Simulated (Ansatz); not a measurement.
Lu under changes of volume

One of the cells (29.496 Å³/atom); the others are scaled copies at fixed shape and fractional positions:

```
CELL_PARAMETERS angstrom
3.50310 0.00000 0.00000
-1.75155 3.03377 0.00000
0.00000 0.00000 5.55090
ATOMIC_POSITIONS crystal
Lu 0.66667 0.33333 0.75000
Lu 0.33333 0.66667 0.25000
```

```yaml
Program: Ansatz 0.2.0
Functional: r2SCAN
Potentials_or_basis: Ansatz PAW
Cutoff: "500 eV (not typed: the program's choice for these potentials)"
k_mesh: 9 × 9 × 5
Occupations: fermi-dirac, width 0.05 eV
Spin: no spin polarisation
```

```tsv
volume (Å³/atom)	energy over the lowest point (meV/atom)	pressure (GPa)
27.727	9.98	2.5
28.317	3.06	1.4
28.906	0.00	0.3
29.496	?	?
30.086	4.35	-1.5
30.676	11.29	-2.3
31.266	21.08	-3.0
```

What does the run at 29.496 Å³/atom give?

Energy over the lowest point 0.51 meV/atom; pressure -0.6 GPa.

Worked out: A Birch-Murnaghan fit of order 3 (a polynomial in V^(-2/3)) to the other rows has its minimum at 29.11 Å³/atom with B0 = V·E''(V) = 47 GPa (rough, since the energies scatter) at fixed shape and positions, which overstates the stiffness. It gives 0.51 meV/atom at 29.496 Å³/atom, against the run's 0.51, and -dE/dV = -0.6 GPa, against -0.6.

Energies are extrapolated to zero smearing.

Caveats: the PAW data sets come from PBE, with cores solved anew for the run's functional, which leaves a small shift of forces and pressure.
